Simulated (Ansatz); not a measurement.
The system is MgS.

```
S Mg
1.0
     0.00000    2.83312    2.83312
     2.83312    0.00000    2.83312
     2.83312    2.83312    0.00000
S Mg
1 1
Direct
  0.25000 0.25000 0.25000
  0.00000 0.00000 0.00000
```

The cell comes from a database or a generator and needn't be the stable form of this composition.

| Quantity | Value |
| --- | --- |
| Program | Ansatz 0.2.0 |
| Task | single point |
| Functional | PBEsol |
| Potentials or basis | Ansatz PAW |
| Cutoff | 420 eV (not typed: the program's choice for these potentials) |
| k mesh | 8 × 8 × 8 |
| Occupations | fermi-dirac, width 0.05 eV |
| Spin | no spin polarisation |

On this cell: pressure -0.4 GPa; largest force zero by symmetry; band gap on the k mesh 3.28 eV, direct.

The same run follows on a disturbed copy (atoms moved at random, drawn with an rms of 0.05 Å):

```xyz
2
Lattice="0.0000 2.8331 2.8331 2.8331 0.0000 2.8331 2.8331 2.8331 0.0000" Properties=species:S:1:pos:R:3 pbc="T T T"
S     1.4079    1.4394    1.4292
Mg    0.0410   -0.0268   -0.0051
```

**Question.** What changes?

**Answer.** The energy moves by +7.6 meV/atom; pressure -0.3 GPa; largest force 0.437 eV/Å; band gap on the k mesh 3.20 eV, direct.

Forces in eV/Å, atoms in the order of the input:
```
S    0.291 -0.291 -0.146
Mg  -0.291  0.291  0.146
```

Stress tensor (GPa, compression positive):
```
-0.33 -0.51 -1.10
-0.51 -0.33  1.10
-1.10  1.10 -0.25
```

Caveats: the PAW data sets come from PBE, with cores solved anew for the run's functional, which leaves a small shift of forces and pressure.

A k mesh can miss the band edges.
